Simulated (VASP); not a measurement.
Input of a VASP 6.6.1 run:

Contents of POSCAR:

```
GaAs                                    
1.0
   -0.0000000000      2.8778998863      2.8778998863
    2.8778998863     -0.0000000000      2.8778998863
    2.8778998863      2.8778998863     -0.0000000000
  Ga              As            
     1     1
Direct
     0.0000000000000000    0.0000000000000000    0.0000000000000000
     0.2500000000000000    0.2500000000000000    0.2500000000000000
```

Contents of INCAR.step1:

```
PREC = Accurate ; ENCUT = 520
EDIFF = 1E-7 ; ISMEAR = 0
SIGMA = 0.02 ; LREAL = F
LASPH = T ; NELM = 60
ALGO = Normal ; ISIF = 2
LWAVE = F ; LCHARG = T
GGA = PE
```

File KPOINTS.step1:

```
regular mesh
0
Gamma
  4 4 4
```

File INCAR.step2:

```
PREC = Accurate ; ENCUT = 520
EDIFF = 1E-7 ; ISMEAR = 0
SIGMA = 0.05 ; LREAL = F
LASPH = T ; NELM = 60
ALGO = Normal ; ISIF = 2
LWAVE = F ; LCHARG = F
GGA = PE ; ICHARG = 11
```

Contents of KPOINTS.step2:

```
path GXWKGLUWLK,UX
20
line-mode
reciprocal
 0.0000000000  0.0000000000  0.0000000000  G
 0.5000000000  0.0000000000  0.5000000000  X

 0.5000000000  0.0000000000  0.5000000000  X
 0.5000000000  0.2500000000  0.7500000000  W

 0.5000000000  0.2500000000  0.7500000000  W
 0.3750000000  0.3750000000  0.7500000000  K

 0.3750000000  0.3750000000  0.7500000000  K
 0.0000000000  0.0000000000  0.0000000000  G

 0.0000000000  0.0000000000  0.0000000000  G
 0.5000000000  0.5000000000  0.5000000000  L

 0.5000000000  0.5000000000  0.5000000000  L
 0.6250000000  0.2500000000  0.6250000000  U

 0.6250000000  0.2500000000  0.6250000000  U
 0.5000000000  0.2500000000  0.7500000000  W

 0.5000000000  0.2500000000  0.7500000000  W
 0.5000000000  0.5000000000  0.5000000000  L

 0.5000000000  0.5000000000  0.5000000000  L
 0.3750000000  0.3750000000  0.7500000000  K

 0.6250000000  0.2500000000  0.6250000000  U
 0.5000000000  0.0000000000  0.5000000000  X
```

Potentials or basis: VASP PAW PBE potentials, release 64 (Ga_d, As).

Run with:

```sh
$ cat potpaw_PBE.64/Ga_d/POTCAR potpaw_PBE.64/As/POTCAR > POTCAR
$ cp INCAR.step1 INCAR
$ cp KPOINTS.step1 KPOINTS
$ mpirun -np 1 vasp_std > vasp.out
$ cp INCAR.step2 INCAR
$ cp KPOINTS.step2 KPOINTS
$ mpirun -np 1 vasp_std > vasp.out
```

Problem. What does it give for the band gap on the k mesh?

Solution. 0.11 eV, direct.

Problem. What does it give for the band gap along the path?

Solution. 0.11 eV, direct.

Levels at the corners of the path, in eV from the valence-band top:
```tsv
point	band 6	band 7	band 8	band 9	band 10	band 11	band 12	band 13
Γ	-12.36	0.00	0.00	0.00	0.11	3.67	3.67	3.67
X	-10.07	-6.61	-2.51	-2.51	1.53	1.65	9.72	9.73
X	-10.07	-6.61	-2.51	-2.51	1.53	1.65	9.72	9.72
W	-10.02	-6.44	-3.30	-3.12	4.35	4.68	5.20	5.99
W	-10.02	-6.44	-3.30	-3.12	4.35	4.68	5.20	5.99
K	-10.11	-6.44	-3.61	-2.11	1.96	4.49	7.64	7.79
K	-10.11	-6.44	-3.61	-2.11	1.96	4.49	7.64	7.79
Γ	-12.36	0.00	0.00	0.00	0.11	3.67	3.67	3.67
Γ	-12.36	0.00	0.00	0.00	0.11	3.67	3.67	3.67
L	-10.75	-6.38	-1.07	-1.07	0.83	4.58	4.58	7.68
L	-10.75	-6.38	-1.07	-1.07	0.83	4.58	4.58	7.68
U	-10.11	-6.44	-3.61	-2.11	1.96	4.49	7.64	7.79
U	-10.11	-6.44	-3.61	-2.11	1.96	4.49	7.64	7.79
W	-10.02	-6.44	-3.30	-3.12	4.35	4.68	5.20	5.99
W	-10.02	-6.44	-3.30	-3.12	4.35	4.68	5.20	5.99
L	-10.75	-6.38	-1.07	-1.07	0.83	4.58	4.58	7.68
L	-10.75	-6.38	-1.07	-1.07	0.83	4.58	4.58	7.68
K	-10.11	-6.44	-3.61	-2.11	1.96	4.49	7.64	7.79
U	-10.11	-6.44	-3.61	-2.11	1.96	4.49	7.64	7.79
X	-10.07	-6.61	-2.51	-2.51	1.53	1.65	9.72	9.72
```

Caveat: the k mesh is coarse (spacing up to 0.47 Å⁻¹), so the values aren't converged; the log is that of the step along the path at fixed density, whose energy, stress, charges and moments have no meaning. As with any semilocal functional, this PBE gap is likely too small.
